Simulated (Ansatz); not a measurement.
# SnO: the cost of one run

The runs shown are made with Ansatz 0.2.0. PAW datasets, plane waves, zero pressure. No spin polarisation. The prototype was imposed, so other structures may be more stable.

## 1. The structure to begin with

This is the cell as the run starts from it, not yet at rest; its lengths are not the crystal's.

Space group Fm-3m (No. 225), cubic; a = 4.102 Å in the conventional setting, 8.63 Å³ an atom. Near Sn stand 6 O at 2.05 Å; near O stand 6 Sn at 2.05 Å.

The structure in full:

```
Sn O
1.0
     0.00000    2.05098    2.05098
     2.05098    0.00000    2.05098
     2.05098    2.05098    0.00000
Sn O
1 1
Direct
  0.00000 0.00000 0.00000
  0.50000 0.50000 0.50000
```

## 2. Relaxing with PBE

input.yaml reads:

```yaml
crystal:
  lattice:
    - [0.0, 2.050976, 2.050976]
    - [2.050976, 0.0, 2.050976]
    - [2.050976, 2.050976, 0.0]
  atoms:
    - { symbol: Sn, position: [0.0, 0.0, 0.0] }
    - { symbol: O, position: [0.5, 0.5, 0.5] }
kpoints:
  mp_grid: { grid: [10, 10, 10] }
hamiltonian:
  xc: pbe
scf:
  occupations: { method: fermi_dirac, width: 0.02 }
relax:
  f_tol: 0.005
  cell: {}
output:
  write_density: true
  write_potential: true
  elf: true
  volumetric_format: npy
```

The run is started by

```
$ ansatz run input.yaml --threads 2 --pin off --max-ram 2211MiB --backend cpu --events-out ev --progress --plain --runs-dir out
```

**Question.** How long does this run take on 2 threads of Intel Xeon Platinum 8488C (Sapphire Rapids), shared host, and how much memory does it need?

About 10 s, with a peak of 0.38 GiB.
